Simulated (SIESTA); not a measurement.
As under changes of volume

One of the cells (21.530 Å³/atom); the others are scaled copies at fixed shape and fractional positions:

```
CELL_PARAMETERS angstrom
1.88080 1.08588 3.51406
-1.88080 1.08588 3.51406
0.00000 -2.17176 3.51406
ATOMIC_POSITIONS crystal
As 0.22600 0.22600 0.22600
As 0.77400 0.77400 0.77400
```

```yaml
Program: SIESTA 5.4.2
Functional: LDA
Potentials_or_basis: PseudoDojo 0.4 standard (LDA files)
Basis: DZP (energy shift 0.003 Ry; two zetas on semicore shells)
Grid_cutoff: 500 Ry
Energy_shift: 0.003 Ry
k_mesh: 9 × 9 × 9
Occupations: fermi-dirac, width 0.05 eV
Spin: no spin polarisation
```

| volume (Å³/atom) | energy over the lowest point (meV/atom) | pressure (GPa) | largest force (eV/Å) |
| --- | --- | --- | --- |
| 20.239 | ? | ? | ? |
| 20.669 | 13.22 | 4.3 | 1.010 |
| 21.100 | 4.14 | 2.5 | 0.858 |
| 21.530 | 0.00 | 0.7 | 0.714 |
| 21.961 | 0.24 | -0.9 | 0.578 |
| 22.392 | 4.56 | -2.3 | 0.450 |
| 22.822 | 12.48 | -3.6 | 0.329 |

Task: What does the run at 20.239 Å³/atom give?

Result: Energy over the lowest point 27.74 meV/atom; pressure 6.5 GPa; largest force 1.175 eV/Å.

Worked out: A Birch-Murnaghan fit of order 3 (a polynomial in V^(-2/3)) to the other rows has its minimum at 21.72 Å³/atom with B0 = V·E''(V) = 80 GPa and B' = 4.0 at fixed shape and positions, which overstates the stiffness. It gives 27.67 meV/atom at 20.239 Å³/atom, against the run's 27.74, and -dE/dV = 6.5 GPa, against 6.5.

Energies are extrapolated to zero smearing.

Caveats: the basis of atomic orbitals isn't converged, which shifts pressures, moduli and gaps; forces of over 1 eV/Å show positions far from the minimum, so gaps and moduli don't describe the material at rest (some runs).
